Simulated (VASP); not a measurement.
Input of a VASP 6.6.1 run:

File INCAR:

```
SYSTEM = Ga2O3
ALGO = Normal
EDIFF = 1E-6
EDIFFG = -0.01
ENCUT = 600
GGA = PS
IBRION = 2
ISIF = 3
ISMEAR = 0
KPAR = 4
LASPH = .True.
LCHARG = .False.
LREAL = .False.
LWAVE = .False.
NELM = 80
NSW = 90
PREC = Accurate
SIGMA = 0.03
```

Contents of KPOINTS:

```
k-points
0
Gamma
  10 10 6
  0 0 0
```

The input POSCAR:

```
Ga2O3
1.0
    6.1070000000     -1.5185500000      0.0000000000
    6.1070000000      1.5185500000      0.0000000000
   -1.3859888959      0.0000000000      5.6300087380
Ga O
4 6
Direct
    0.0905000000      0.0905000000      0.7946000000
    0.9095000000      0.9095000000      0.2054000000
    0.6586600000      0.6586600000      0.3140200000
    0.3413400000      0.3413400000      0.6859800000
    0.1645000000      0.1645000000      0.1098000000
    0.8355000000      0.8355000000      0.8902000000
    0.1733000000      0.1733000000      0.5632000000
    0.8267000000      0.8267000000      0.4368000000
    0.4959000000      0.4959000000      0.2566000000
    0.5041000000      0.5041000000      0.7434000000
```

Potentials or basis: VASP PAW PBE potentials, release 64 (Ga_d, O).

Launch:

```sh
$ cat potpaw_PBE.64/Ga_d/POTCAR potpaw_PBE.64/O/POTCAR > POTCAR
$ mpirun -np 4 vasp_std > vasp.out
```

Question: Estimate the band gap on the k mesh.

Answer: 2.22 eV, indirect (least direct gap 2.24 eV).

Question: What does it give for the relaxed cell?

Answer: a = 6.327 Å, b = 6.327 Å, c = 5.810 Å, α = 103.29°, β = 103.29°, γ = 27.88°.

Question: Predict the space group after relaxing (to 0.05 Å).

Answer: C2/m (No. 12).

Question: What does it give for the relaxed volume?

Answer: 10.57 Å³/atom.

Forces on the atoms (eV/Å):
```
Ga  -0.007  0.000  0.000
Ga   0.007  0.000  0.000
Ga   0.007  0.000 -0.003
Ga  -0.007  0.000  0.003
O    0.004  0.000 -0.003
O   -0.004  0.000  0.003
O   -0.004  0.000  0.003
O    0.004  0.000 -0.003
O   -0.003  0.000 -0.004
O    0.003  0.000  0.004
```

Caveat: the PAW data sets were made with another functional, which shifts forces and pressure a little. A k mesh can miss the band edges.
